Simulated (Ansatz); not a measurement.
# HfN (Fm-3m) in Ansatz: a series of runs

The runs below take HfN through band structure, phonons, with BLYP, LDA.

All numbers are computed with Ansatz 0.2.0; they aren't measurements. Logs are shortened: lines on timing, memory, paths and dates and some standing lists are left out, and cuts for length are marked.

## 1. The structure

It takes space group Fm-3m (No. 225, cubic). The conventional cell has a = 4.512 Å, b = 4.512 Å, c = 4.512 Å, α = 90.00°, β = 90.00°, γ = 90.00°. Around Hf (site symmetry m-3m) lie 6 N at 2.26 Å. N (site symmetry m-3m) has 6 Hf at 2.26 Å as nearest neighbours.

## 2. Band structure, BLYP

The input, input.yaml:

```yaml
crystal:
  lattice:
    - [0.0, 2.256, 2.256]
    - [2.256, 0.0, 2.256]
    - [2.256, 2.256, 0.0]
  atoms:
    - { symbol: Hf, position: [0.0, 0.0, 0.0] }
    - { symbol: "N", position: [0.5, 0.5, 0.5] }
kpoints:
  mp_grid: { grid: [10, 10, 10] }
  band_path:
    path:
      - [0.0, 0.0, 0.0]
      - [0.5, 0.0, 0.5]
      - [0.5, 0.25, 0.75]
      - [0.375, 0.375, 0.75]
      - [0.0, 0.0, 0.0]
      - [0.5, 0.5, 0.5]
      - [0.625, 0.25, 0.625]
      - [0.5, 0.25, 0.75]
    npoints: 8
scf:
  occupations: { method: fermi_dirac, width: 0.05 }
hamiltonian:
  xc: blyp
  pseudopotentials: { kind: all_electron, lapw: { basis_error: 0.001 } }
output:
  forces: true
  stress: true
  eigenvalues: true
```

Potentials or basis: all-electron LAPW, scalar-relativistic.

Command:

```sh
ansatz run input.yaml --threads 1 --pin off --max-ram 3072MiB --backend cpu --events-out ev --progress --plain --runs-dir out
```

The program printed:

```text
Warning: RAYON_NUM_THREADS=1 ignored (pool sized by the plan → 1); use --threads N
LAPW: plane waves up to 9.496 Å⁻¹, error target 1.0e-3 eV per atom; small_component_spin mean_spin; N in spheres of 0.954 Å, 7 of its electrons in bands, Dirac shells []; Hf in spheres of 1.302 Å, 42 of its electrons in bands, Dirac shells [] (how accurate: hamiltonian.pseudopotentials.lapw.basis_error, Limitations)
Engine: ansatz 0.2.0, aarch64-unknown-linux-gnu
Pseudopotentials: kind: all_electron
Pseudopotential: Hf, LAPW, valence charge 42, lapw/all_electron/scalar/gaussian/Hf, Koelling and Harmon's equation, gaussian nucleus
Pseudopotential: N, LAPW, valence charge 7, lapw/all_electron/scalar/gaussian/N, Koelling and Harmon's equation, gaussian nucleus
Functional definition: BLYP
  parameter beta = 0.0042
  parameter a = 0.04918
  parameter b = 0.132
  parameter c = 0.2533
  parameter d = 0.349
  exchange = b88_x(beta = beta)
  correlation = lyp_c(a = a, b = b, c = c, d = d)
Crystal: 2 atoms, lattice volume = 22.964 Å³
Basis set: ecut = 343.5873783735789 eV, 331 PW (Γ), exchange–correlation at level 2
Bands: 30, of which v1, the nominal top of the filled ones, is band 25 counted from 1 (24 counted from 0)
Symmetry: 48 space group operations
Space group: Fm-3m (ITA 225), of the structure as read, at distance tolerance 2.8e-5 Å
k-points: 47 of 1000
Non-local potential: Hf, projectors of the file, none
Non-local potential: N, projectors of the file, none
Initial density: superposition of atomic densities (chi_scale 0.1, normalization cell, long waves kept (reshape's long-wave potential 0.00 eV rms))
Initial wavefunctions: plane waves of lowest kinetic energy (no species holds an atomic orbital)
Functional: x = b88, c = lyp
iter 1 solved again at ethr=1.15e-2 eV; its pass at ethr=1.00e-1 eV (dr2=5.64e0 eV) is discarded
SCF iter   1: F=—  HF=-411771.061972 eV  |F-HF|=—  |Δ(HF+E_count)|=         —  Δρ=1.39e-1  dr2=5.64e0  ethr=1.15e-2  ⟨swp⟩=2.0  Hψ=8746  notcnv=0
preconditioner: auto → none  [insulator: Δε(μ)=0.171 eV  Ē_g=19.313 eV  σ=0.050 eV  W_gap=0.61  n_scr=14 (ndim 8)  ℏωp=41.7 eV  f_vac=0.000  D(μ)=0.38/eV (n_scr^D=0)  ε∞_Penn≈5.7]
SCF iter   2: F=—  HF=-411769.973529 eV  |F-HF|=—  |Δ(HF+E_count)|=    1.09e0  Δρ=8.66e-2  dr2=1.94e0  ethr=1.15e-2  ⟨swp⟩=3.0  Hψ=4225  notcnv=0
iter 3 solved again at ethr=1.72e-4 eV; its pass at ethr=3.96e-3 eV (dr2=8.42e-2 eV) is discarded
SCF iter   3: F=—  HF=-411768.676209 eV  |F-HF|=—  |Δ(HF+E_count)|=    1.30e0  Δρ=1.71e-2  dr2=8.43e-2  ethr=1.72e-4  ⟨swp⟩=2.0  Hψ=7156  notcnv=0
SCF iter   4: F=—  HF=-411768.673030 eV  |F-HF|=—  |Δ(HF+E_count)|=         —  Δρ=1.93e-3  dr2=5.85e-4  ethr=1.72e-4  ⟨swp⟩=2.0  Hψ=4458  notcnv=0
the basis was enlarged: its passes take 184.3 KiB over the memory plan, 1 of 1 planned eigensolver slots
SCF iter   5: F=—  HF=-411768.665326 eV  |F-HF|=—  |Δ(HF+E_count)|=   7.70e-3  Δρ=4.53e-3  dr2=6.30e-3  ethr=1.19e-6  ⟨swp⟩=3.0  Hψ=4609  notcnv=0
SCF iter   6: F=—  HF=-411768.663162 eV  |F-HF|=—  |Δ(HF+E_count)|=   2.16e-3  Δρ=8.32e-4  dr2=1.96e-4  ethr=1.19e-6  ⟨swp⟩=3.0  Hψ=4391  notcnv=0
SCF iter   7: F=—  HF=-411768.663036 eV  |F-HF|=—  |Δ(HF+E_count)|=   1.26e-4  Δρ=1.25e-4  dr2=3.62e-6  ethr=3.99e-7  ⟨swp⟩=2.1  Hψ=4223  notcnv=0
SCF iter   8: F=—  HF=-411768.663033 eV  |F-HF|=—  |Δ(HF+E_count)|=   2.69e-6  Δρ=2.02e-5  dr2=1.16e-7  ethr=7.39e-9  ⟨swp⟩=3.0  Hψ=4323  notcnv=0
SCF iter   9: F=-411768.663033 eV  HF=-411768.663033 eV  |F-HF|=8.15e-10  |Δ(HF+E_count)|=  9.90e-10  Δρ=1.57e-6  dr2=5.82e-10  ethr=2.37e-10  ⟨swp⟩=3.0  Hψ=4340  notcnv=0
SCF 1 converged in 9 iterations: F = -411768.663033 eV  dr2 = 5.82e-10
NSCF: frozen V_eff on 57 k-points
SCF converged after 9 iterations
Free energy (F): -411768.663033 eV
Harris-Foulkes:  -411768.663033 eV  (|F-HF|=8.15e-10)
Internal energy: -411768.656611 eV  (E = F + TS)
E sigma→0 (E₀):  -411768.659822 eV
Entropy (-TS):   -0.006422 eV (-3.211 meV/atom)
Fermi energy:    24.895174 eV
--- Per-component energies (eV) ---
  E_band       = -4365.506236
  E_kinetic    = 458022.805326
  E_xc         = -8631.443608
  E_electrostatic = -861160.018328  (all electrons and nuclei)
  E_smearing   = -0.006422  (= −TS)
  E_closure    = 0.000000  (closes the sum)
  E_atoms      = -411751.410905  (free atoms, spherical and without spin; not in F)
  Σ components = -411768.663033   (vs F -411768.663033, Δ=0.00e0)
  Basis errors (estimates in eV, not in F): energy 4.0e-4 per atom: plane waves 3.5e-4 (1.9e-4 summed), levels above the bands 9.3e-83, relativity 1.2e-7, radial functions 4.2e-5, core shells 5.1e-7; eigenvalues (radial functions only) 5.4e-6; not estimated: angular momenta, meshes, grids; target (lapw.basis_error) 1.0e-3; muffin-tin radii N 0.954 Å, Hf 1.302 Å
--- Forces (eV/Å), atoms counted from 1 ---
  atom   1  Hf     0.00000000    -0.00000000     0.00000000
  atom   2  N      0.00000000    -0.00000000     0.00000000
  max |Σ_I F_I| component: 6.31e-30 eV/Å
--- Stress (GPa, compression-positive) ---
       15.527989      -0.000000      -0.000000
       -0.000000      15.527989      -0.000000
       -0.000000      -0.000000      15.527989
  P = ⅓ Tr σ = 15.5280 GPa (155.280 kbar)
--- Band table (eV; the first three rows and the last of 47) ---
  k-point 0: bands = ["-353.3285", "-349.3099", "-349.3099", "-349.3099", "-177.2424", "-177.2424", "-177.2403", "-177.2403", "-177.2403", "-38.0599", "-6.4619", "-6.4619", "-6.4619", "7.3604", "12.0791", "12.0791", "12.0791", "12.1102", "12.2104", "12.2104", "12.2104", "21.8534", "21.8534", "21.8534", "24.4580", "24.4580", "24.4580", "26.7544", "26.7544", "26.8683"]
  k-point 1: bands = ["-353.3285", "-349.3099", "-349.3099", "-349.3099", "-177.2424", "-177.2424", "-177.2403", "-177.2403", "-177.2403", "-38.0541", "-6.5610", "-6.4702", "-6.4702", "7.5796", "12.0823", "12.0874", "12.0874", "12.1151", "12.2034", "12.2034", "12.2107", "20.9591", "21.2981", "21.2981", "24.7192", "24.7831", "24.7831", "27.4903", "27.4903", "27.5371"]
  k-point 2: bands = ["-353.3285", "-349.3099", "-349.3099", "-349.3099", "-177.2424", "-177.2424", "-177.2403", "-177.2403", "-177.2403", "-38.0388", "-6.8110", "-6.4917", "-6.4917", "8.1633", "12.0990", "12.1101", "12.1101", "12.1297", "12.1862", "12.1862", "12.2115", "19.3203", "20.2814", "20.2814", "25.1642", "25.5902", "25.5902", "28.9476", "29.1428", "29.1428"]
  k-point 46: bands = ["-353.3285", "-349.3099", "-349.3099", "-349.3099", "-177.2424", "-177.2424", "-177.2403", "-177.2403", "-177.2403", "-37.9784", "-7.0858", "-6.9379", "-6.8018", "8.8954", "12.1302", "12.1385", "12.1427", "12.1648", "12.1663", "12.1865", "12.2237", "18.8957", "19.3788", "19.5311", "24.8256", "27.1266", "30.1629", "30.1944", "31.0679", "34.8125"]
```

Run time: 18 s. Hardware: 1 thread of Arm Neoverse V1, shared host; peak memory 0.33 GiB.

What came out:

```
Free energy             : -411768.6630 eV
Pressure                : 15.5 GPa
Band gap along the path : none (metal or under the smearing width)
```

Levels at the corners of the path, in eV from the Fermi level:
| point | band 23 | band 24 | band 25 | band 26 | band 27 | band 28 |
| --- | --- | --- | --- | --- | --- | --- |
| Γ | -3.04 | -3.04 | -0.44 | -0.44 | -0.44 | 1.86 |
| X | -3.78 | -3.72 | -3.72 | 3.94 | 5.29 | 5.29 |
| W | -5.48 | -5.48 | 1.07 | 1.07 | 5.30 | 5.41 |
| K | -5.54 | -5.03 | -0.85 | 3.76 | 4.26 | 5.90 |
| Γ | -3.04 | -3.04 | -0.44 | -0.44 | -0.44 | 1.86 |
| L | -6.30 | -6.30 | 3.14 | 3.52 | 3.52 | 4.79 |
| U | -5.54 | -5.03 | -0.85 | 3.76 | 4.26 | 5.90 |
| W | -5.48 | -5.48 | 1.07 | 1.07 | 5.30 | 5.41 |

Caveat: spin-orbit coupling is left out, which moves the levels of the heavy elements.

## 3. Phonons, LDA

The input, input.yaml:

```yaml
crystal:
  lattice:
    - [0.0, 2.256, 2.256]
    - [2.256, 0.0, 2.256]
    - [2.256, 2.256, 0.0]
  atoms:
    - { symbol: Hf, position: [0.0, 0.0, 0.0] }
    - { symbol: "N", position: [0.5, 0.5, 0.5] }
kpoints:
  mp_grid: { grid: [7, 7, 7] }
scf:
  occupations: { method: fermi_dirac, width: 0.05 }
hamiltonian:
  xc: lda
  pseudopotentials: { kind: all_electron, lapw: { basis_error: 0.001 } }
output: {}
phonons:
  method: fd
  supercell: [1, 1, 1]
```

Potentials or basis: all-electron LAPW, scalar-relativistic.

Command:

```sh
ansatz run input.yaml --threads 1 --pin off --max-ram 3072MiB --backend cpu --events-out ev --progress --plain --runs-dir out
```

The program printed:

```text
Warning: RAYON_NUM_THREADS=1 ignored (pool sized by the plan → 1); use --threads N
LAPW: plane waves up to 9.822 Å⁻¹, error target 1.0e-3 eV per atom; small_component_spin mean_spin; N in spheres of 0.921 Å, 7 of its electrons in bands, Dirac shells []; Hf in spheres of 1.268 Å, 42 of its electrons in bands, Dirac shells [] (how accurate: hamiltonian.pseudopotentials.lapw.basis_error, Limitations)
Engine: ansatz 0.2.0, x86_64-unknown-linux-gnu
[... 3 set-up lines as earlier in the session ...]
Functional definition: SPW92
  exchange = slater_x
  correlation = pw_c
Crystal: 2 atoms, lattice volume = 22.964 Å³
Basis set: ecut = 367.5605755919755 eV, 339 PW (Γ), exchange–correlation at level 2
Bands: 30, of which v1, the nominal top of the filled ones, is band 25 counted from 1 (24 counted from 0)
[... 1 set-up line as earlier in the session ...]
[... 62 lines left out ...]
--- Forces (eV/Å), atoms counted from 1 ---
  atom   1  Hf    -0.00000000     0.00000000    -0.00000000
  atom   2  N      0.00000000     0.00000000    -0.00000000
  max |Σ_I F_I| component: 1.41e-30 eV/Å
--- Band table (eV; the first three rows and the last of 20) ---
  k-point 0: bands = ["-350.3953", "-349.3088", "-349.3088", "-349.3088", "-177.6912", "-177.6912", "-177.6884", "-177.6884", "-177.6884", "-38.7102", "-7.1159", "-7.1159", "-7.1159", "6.6280", "11.2936", "11.2936", "11.2936", "11.3288", "11.4292", "11.4292", "11.4292", "21.0506", "21.0506", "21.0506", "23.5206", "23.5206", "23.5206", "25.8333", "25.8333", "25.8743"]
  k-point 1: bands = ["-350.3953", "-349.3088", "-349.3088", "-349.3088", "-177.6912", "-177.6912", "-177.6884", "-177.6884", "-177.6884", "-38.6984", "-7.3166", "-7.1328", "-7.1328", "7.0815", "11.3001", "11.3104", "11.3104", "11.3391", "11.4152", "11.4152", "11.4298", "19.4196", "20.0352", "20.0352", "23.9474", "24.1578", "24.1578", "27.1302", "27.2469", "27.2469"]
  k-point 2: bands = ["-350.3953", "-349.3088", "-349.3088", "-349.3088", "-177.6912", "-177.6912", "-177.6884", "-177.6884", "-177.6884", "-38.6718", "-7.7387", "-7.1705", "-7.1705", "8.1463", "11.3471", "11.3493", "11.3493", "11.3734", "11.3888", "11.3888", "11.4311", "17.0235", "18.6339", "18.6339", "24.8249", "25.6607", "25.6607", "29.0565", "29.9208", "29.9208"]
  k-point 19: bands = ["-350.3953", "-349.3088", "-349.3088", "-349.3088", "-177.6912", "-177.6912", "-177.6884", "-177.6884", "-177.6884", "-38.6281", "-7.7217", "-7.6967", "-7.4015", "8.3843", "11.3410", "11.3610", "11.3675", "11.3781", "11.3871", "11.4074", "11.4527", "17.4700", "18.4585", "18.6144", "24.3766", "25.9696", "29.0844", "29.6776", "30.4434", "34.0998"]
--- Phonons: 2 displaced members + reference (amplitude 0.01 Å, Σ member SCF iterations 13) ---
  symmetry images taken by strict's conditions (phonons.symmetry_images: auto; settled by no image being taken that strict refuses)
  ASR residual: 4.365e-4 → 0.000e0 eV/Å²; symmetrization residual: 9.608e-5 eV/Å²
  largest component of a force at the reference: 2.0e-30 eV/Å
  ASR residual per site (eV/Å²): 3.11e-4 4.36e-4
  Γ frequencies (cm⁻¹): 0.00 0.00 0.00 489.36 489.36 489.36
  density of states and harmonic sums: on the 24×24×24 q-mesh, interpolated from the force constants of a 1×1×1 supercell (no non-analytic term)
  largest difference from the sums on the solved wave vectors: F 4.70e-1 eV, S 7.28e-4 and C_V 2.58e-4 eV/K
  zero-point energy: 0.110272 eV/cell   skipped modes (ω ≤ 0): 3   left out of the sums: 3.62e-5 of the cell's modes: C_V's classical limit lies that fraction below 3 k_B per atom; for a crystal, a wire or a layer, F and S can be off by more, and a phonons.interpolated_qmesh denser along its periods is the remedy for the sampling
```

phdos.tsv:

```text
# omega_inv_cm	omega_thz	g_bin_mean(omega)[modes/inv_cm]
# format = ansatz-phdos/2
# interpolated_qmesh = 24 24 24
# force_constants_supercell = 1 1 1
# lo_to_splitting: not included (the non-analytic LO-TO correction is not applied to the interpolated dynamical matrix; polar crystals: no LO-TO splitting at GAMMA, and LO and other optical branches, acoustic branches and sound speeds, and with them the density of states and the thermodynamics, can be off between the wave vectors that the force constants were sampled on, most near GAMMA; a larger extent of the force constants narrows that region and is not shown to mend the acoustic slopes)
# g_bin_mean(omega): the modes in a bin one row spacing wide, centred on omega, divided by that spacing. A flat band (one whose frequency is the same at every q-point) is counted whole in the row whose bin holds it (on the edge of two bins, in the lower row). The modes of the run's own cell are the sum of g_bin_mean times the row spacing in inv_cm (a plain sum, not the trapezoid rule); for a one-atom cell on a GAMMA-only q-mesh every row is zero, so that sum is 0, not 3
0.000000	0.000000	1.972681e-8
0.978710	0.029341	5.128971e-7
1.957420	0.058682	1.933228e-6
2.936130	0.088023	4.300445e-6
3.914840	0.117364	7.614550e-6
4.893550	0.146705	1.187554e-5
[... 493 lines left out ...]
488.376318	14.641154	1.150520e-2
489.355028	14.670495	2.040495e-3
```

phthermo.tsv:

```text
# format = ansatz-phthermo/1
# interpolated_qmesh = 24 24 24
# force_constants_supercell = 1 1 1
# non_analytic_term = not included (the non-analytic LO-TO correction is not applied to the interpolated dynamical matrix; polar crystals: no LO-TO splitting at GAMMA, and LO and other optical branches, acoustic branches and sound speeds, and with them the density of states and the thermodynamics, can be off between the wave vectors that the force constants were sampled on, most near GAMMA; a larger extent of the force constants narrows that region and is not shown to mend the acoustic slopes)
# zero_point_energy_ev = 1.1027209383e-1
# n_skipped_modes = 3
# share_of_modes_left_out = 3.6168981481e-5
# rigid_motions_known_by = geometry
# t_k	f_vib_ev	s_ev_per_k	c_v_ev_per_k
0.0000	1.1027209383e-1	0.0000000000e0	0.0000000000e0
10.0000	1.1027171602e-1	1.7659347908e-7	6.0848860798e-7
20.0000	1.1026333170e-1	2.0260225410e-6	7.6678193243e-6
30.0000	1.1021271518e-1	9.3294701757e-6	3.3339480832e-5
40.0000	1.1005172681e-1	2.3979747143e-5	7.1004315935e-5
50.0000	1.0971574737e-1	4.3838739564e-5	1.0750755865e-4
[... 93 lines left out ...]
990.0000	-5.4429371688e-1	1.0776285749e-3	5.0636508142e-4
1000.0000	-5.5509549445e-1	1.0827187599e-3	5.0657254323e-4
```

Wall time 40 s (1 thread of Intel Xeon Platinum 8259CL at 2.50GHz (Skylake/Cascade Lake), shared host); peak memory 0.42 GiB.

What came out:

| Property | Result |
| --- | --- |
| Free energy | -411489.8499 eV |
| Band gap on the k mesh | none (metal or under the smearing width) |
| Highest phonon frequency at Γ | 489 cm⁻¹ |

Levels at points of the mesh, in eV from the Fermi level:
```
           k point  band 22  band 23  band 24  band 25  band 26  band 27  band 28  band 29
(0.00, 0.00, 0.00)    -3.10    -3.10    -3.10    -0.63    -0.63    -0.63     1.68     1.68
```

Phonon frequencies in cm⁻¹ (negative: imaginary):
```
              q point        frequencies
(0.000, 0.000, 0.000)  0 0 0 489 489 489
```

Caveat: the k mesh is thin for a metal, which can move the energy by tens of meV per atom; a metal's response needs a denser mesh.
